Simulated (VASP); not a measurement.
# C (Fd-3m) in VASP: further runs

Aim: see how the results for C move with the level of theory and the settings. Levels: PBEsol, r2SCAN. Tasks: single point.

Program: VASP 6.6.1. These are calculated values, not measurements. Logs are shortened: lines on timing, memory, paths and dates and some standing lists are left out, and cuts for length are marked.

## 1. The crystal as given

It takes space group Fd-3m (No. 227, cubic). The conventional cell has a = 3.555 Å, b = 3.555 Å, c = 3.555 Å, α = 90.00°, β = 90.00°, γ = 90.00°. Around C (site symmetry -43m) lie 4 C at 1.54 Å.

This isn't the form of C at room conditions, which is graphite.

## 2. Single point, PBEsol

The input, INCAR:

```
ALGO = Normal
EDIFF = 1E-6
ENCUT = 900
GGA = PS
ISIF = 2
ISMEAR = 0
LASPH = T
LCHARG = F
LREAL = F
LWAVE = F
NELM = 80
PREC = Accurate
SIGMA = 0.02
```

The input, KPOINTS:

```
k-points
0
Gamma
  12 12 12
```

The input, POSCAR:

```
C
1.0
    0.0000000000      1.7774500000      1.7774500000
    1.7774500000      0.0000000000      1.7774500000
    1.7774500000      1.7774500000      0.0000000000
C
2
Direct
    0.5000000000      0.5000000000      0.5000000000
    0.7500000000      0.7500000000      0.7500000000
```

Potentials or basis: VASP PAW PBE potentials, release 64 (C_h).

On the command line:

```sh
$ cat potpaw_PBE.64/C_h/POTCAR > POTCAR
$ mpirun -np 1 vasp_std > vasp.out
```

OUTCAR:

```text
EDIFF = 1E-6
   ENCUT = 900
   GGA = PS
   ISIF = 2
   ISMEAR = 0
   LASPH = T
   LREAL = F
   NELM = 80
   PREC = Accurate

 ion  position               nearest neighbor table
   1  0.500  0.500  0.500-
   2  0.750  0.750  0.750-

  LATTYP: Found a face centered cubic cell.
 ALAT       =     3.5549000000

  Lattice vectors:

 A1 = (   0.0000000000,   1.7774500000,   1.7774500000)
 A2 = (   1.7774500000,   0.0000000000,   1.7774500000)
 A3 = (   1.7774500000,   1.7774500000,   0.0000000000)

Analysis of symmetry for initial positions (statically):
=====================================================================
 Subroutine PRICEL returns:
 Original cell was already a primitive cell.

 Routine SETGRP: Setting up the symmetry group for a
 face centered cubic supercell.

 Subroutine GETGRP returns: Found 48 space group operations
 (whereof 24 operations were pure point group operations)
 out of a pool of 48 trial point group operations.

The static configuration has the point symmetry T_d .
 The point group associated with its full space group is O_h .

Analysis of symmetry for dynamics (positions and initial velocities):
=====================================================================
 Subroutine PRICEL returns:
 Original cell was already a primitive cell.

 Routine SETGRP: Setting up the symmetry group for a
 face centered cubic supercell.

 Subroutine GETGRP returns: Found 48 space group operations
 (whereof 24 operations were pure point group operations)
 out of a pool of 48 trial point group operations.

The dynamic configuration has the point symmetry T_d .
 The point group associated with its full space group is O_h .

 Subroutine INISYM returns: Found 48 space group operations
 (whereof 24 operations are pure point group operations),
 and found     1 'primitive' translations

----------------------------------------------------------------------------------------

                                     Primitive cell

  volume of cell :      11.2311

  direct lattice vectors                    reciprocal lattice vectors
     0.000000000  1.777450000  1.777450000    -0.281301865  0.281301865  0.281301865
     1.777450000  0.000000000  1.777450000     0.281301865 -0.281301865  0.281301865
     1.777450000  1.777450000  0.000000000     0.281301865  0.281301865 -0.281301865

  length of vectors
     2.513693896  2.513693896  2.513693896     0.487229122  0.487229122  0.487229122

  position of ions in fractional coordinates (direct lattice)
     0.500000000  0.500000000  0.500000000
     0.750000000  0.750000000  0.750000000

  ion indices of the primitive-cell ions
   primitive index   ion index
[... 82 lines left out ...]
   POTIM  = 0.5000    time-step for ionic-motion
   TEBEG  =    0.0;   TEEND  =   0.0 temperature during run
   PSTRESS=    0.0 pullay stress
   NELECT =       8.0000    total number of electrons
   NUPDOWN=      -1.0000    fix difference up-down
   EMIN   =  10.00;   EMAX   =-10.00  energy-range for DOS
   EFERMI =   0.00;   METHOD = LEGACY
   ISMEAR =     0;   SIGMA  =   0.02  broadening in eV -4-tet -1-fermi 0-gaus
   EFERMI_NEDOS =   21; number of points for ismear=-14 and -15
   IALGO  =     38    algorithm
   IMIX   =      4    mixing-type and parameters
     AMIX     =   0.40;   BMIX     =  1.00
     AMIX_MAG =   1.60;   BMIX_MAG =  1.00
  volume/ion in A,a.u.               =       5.62        37.90
  Fermi-wavevector in a.u.,A,eV,Ry     =   1.462056  2.762886 29.083932  2.137609
  Thomas-Fermi vector in A             =   2.578315
   LORBIT       =      0    0 simple, 1 ext, 2 COOP (PROOUT), +10 PAW based schemes
   GGA     = PS    functional components
   LHFCALC =     F    Hartree Fock is set to
   AEXX    =    0.0000 exact exchange contribution
   IVDW    =     0    specifies the selected vdW correction
   LEPSILON=     F    determine dielectric tensor
   LRPA    =     F    only Hartree local field effects (RPA)
 non-spin polarized calculation
 Gauss-broadening in eV      SIGMA  =   0.02
  energy-cutoff  :      900.00
  volume of cell :       11.23
 maximum number of plane-waves:       701
 NGX is ok and might be reduce to    28
   NGX = 13   NGY = 13   NGZ = 13

 number of electron       8.0000000 magnetization

 Free energy of the ion-electron system (eV)
  ---------------------------------------------------
  ext. energy  EPLUGINS =         0.00000000
  ---------------------------------------------------
  free energy    TOTEN  =       -19.27626495 eV

  energy without entropy =      -19.27626495  energy(sigma->0) =      -19.27626495

 E-fermi :  11.2697     XC(G=0): -13.6239

 val. band max:       11.0760147538   @ k =   0.0000   0.0000   0.0000
 cond. band min:      15.1390657962   @ k =   0.3333   0.3333   0.0000
 fundamental gap:      4.0630510424
 Fermi energy:        11.2697306090

 k-point     1 :       0.0000    0.0000    0.0000
  band No.  band energies     occupation
      1     -10.5776      2.00000
      2      11.0760      2.00000
      3      11.0760      2.00000
      4      11.0760      2.00000
      5      16.6481      0.00000
      6      16.6481      0.00000
      7      16.6481      0.00000
      8      24.6795      0.00000
[... 243 lines left out ...]
 k-point    24 :      -0.4167    0.1667    0.0000
  band No.  band energies     occupation
      1      -4.2906      2.00000
      2      -1.6237      2.00000
      3       5.5365      2.00000
      4       7.4364      2.00000
      5      18.5438      0.00000
      6      21.3155      0.00000
      7      22.3864      0.00000
      8      26.5334      0.00000

 [... further k-points ...]

------------------------ aborting loop because EDIFF is reached ----------------------------------------

  FORCE on cell =-STRESS in cart. coord.  units (eV):
  Direction    XX          YY          ZZ          XY          YZ          ZX
  --------------------------------------------------------------------------------------
  -------------------------------------------------------------------------------------
  Total       -0.0351671     -0.0351671     -0.0351671     -0.0000000     -0.0000000      0.0000000
  in kB       -5.0167734     -5.0167734     -5.0167734     -0.0000000     -0.0000000      0.0000000
  external PRESSURE =      -5.0167734 kB  Pullay stress =       0.0000000 kB

 VOLUME and BASIS-vectors are now :
 -----------------------------------------------------------------------------
  energy-cutoff  :      900.00
  volume of cell :       11.23
      direct lattice vectors                 reciprocal lattice vectors
     0.000000000  1.777450000  1.777450000    -0.281301865  0.281301865  0.281301865
     1.777450000  0.000000000  1.777450000     0.281301865 -0.281301865  0.281301865
     1.777450000  1.777450000  0.000000000     0.281301865  0.281301865 -0.281301865

 POSITION                                       TOTAL-FORCE (eV/Angst)
 -----------------------------------------------------------------------------------
      1.77745      1.77745      1.77745        -0.000000      0.000000     -0.000000
      2.66617      2.66617      2.66617         0.000000     -0.000000      0.000000
 -----------------------------------------------------------------------------------
    total drift:                                0.000000      0.000000     -0.000000

  FREE ENERGIE OF THE ION-ELECTRON SYSTEM (eV)
  ---------------------------------------------------
  free  energy   TOTEN  =       -19.2762649535 eV

  energy  without entropy=      -19.2762649535  energy(sigma->0) =      -19.27626495
```

OSZICAR:

```text
N       E                     dE             d eps       ncg     rms          rms(c)
DAV:   1     0.135780165202E+02    0.13578E+02   -0.67495E+03  1152   0.149E+03
DAV:   2    -0.194760400327E+02   -0.33054E+02   -0.31559E+02  1888   0.163E+02
DAV:   3    -0.199297241003E+02   -0.45368E+00   -0.45368E+00  1224   0.253E+01
DAV:   4    -0.199306059542E+02   -0.88185E-03   -0.88185E-03  1712   0.111E+00
DAV:   5    -0.199306063503E+02   -0.39609E-06   -0.39609E-06  1200   0.174E-02    0.475E+00
DAV:   6    -0.194464367465E+02    0.48417E+00   -0.36808E-01  1336   0.472E+00    0.258E+00
DAV:   7    -0.192759985505E+02    0.17044E+00   -0.41394E-01  1504   0.504E+00    0.330E-01
DAV:   8    -0.192762449712E+02   -0.24642E-03   -0.24782E-03  1216   0.754E-01    0.277E-02
DAV:   9    -0.192762606667E+02   -0.15695E-04   -0.28354E-05  1696   0.572E-02    0.123E-02
DAV:  10    -0.192762650471E+02   -0.43804E-05   -0.35523E-06  1160   0.230E-02    0.110E-03
DAV:  11    -0.192762649535E+02    0.93600E-07   -0.61380E-08   600   0.255E-03
   1 F= -.19276265E+02 E0= -.19276265E+02  d E =-.353868E-45
```

It took 16 s on 1 thread of Intel Xeon Platinum 8488C (Sapphire Rapids), shared host; peak memory 0.14 GiB.

Results:

```yaml
Free_energy: -19.2763 eV
Pressure: -0.5 GPa
Band_gap_on_the_k_mesh: 4.06 eV, indirect (least direct gap 5.57 eV)
```

Caveat: the cutoff is under 1.25 times the usual one of these potentials, so pressure, stress and relaxed cells hold a basis-set (Pulay) error; the PAW data sets were made with another functional, which shifts forces and pressure a little. A k mesh can miss the band edges.

## 3. Single point, r2SCAN

The input, INCAR:

```
ALGO = Normal
EDIFF = 1E-6
ENCUT = 520
ISIF = 2
ISMEAR = 0
LASPH = T
LCHARG = F
LMIXTAU = T
LREAL = F
LWAVE = F
METAGGA = R2SCAN
NELM = 80
PREC = Accurate
SIGMA = 0.02
```

KPOINTS is that of step 2.

POSCAR is that of step 2.

Potentials or basis: VASP PAW PBE potentials, release 64 (C).

On the command line:

```sh
$ cat potpaw_PBE.64/C/POTCAR > POTCAR
$ mpirun -np 1 vasp_std > vasp.out
```

It took 32 s on 1 thread of Intel Xeon Platinum 8488C (Sapphire Rapids), shared host; peak memory 0.11 GiB.

The run converged. Its results:

```
Free energy            : -19.6564 eV
Pressure               : 3.2 GPa
Band gap on the k mesh : 4.37 eV, indirect (least direct gap 5.86 eV)
```

Levels at points of the mesh, in eV from the valence-band top:
| k point | band 2 | band 3 | band 4 | band 5 | band 6 | band 7 |
| --- | --- | --- | --- | --- | --- | --- |
| (0.00, 0.00, 0.00) | 0.00 | 0.00 | 0.00 | 5.86 | 5.86 | 5.86 |
| (0.50, 0.00, 0.00) | -14.16 | -3.00 | -3.00 | 8.92 | 8.92 | 9.27 |
| (0.50, 0.50, 0.00) | -13.66 | -6.72 | -6.72 | 5.02 | 5.02 | 18.03 |

Caveat: the PAW data sets were made with another functional, which shifts forces and pressure a little. r2SCAN opens gaps a little over a GGA but as a rule still falls short of measured ones.
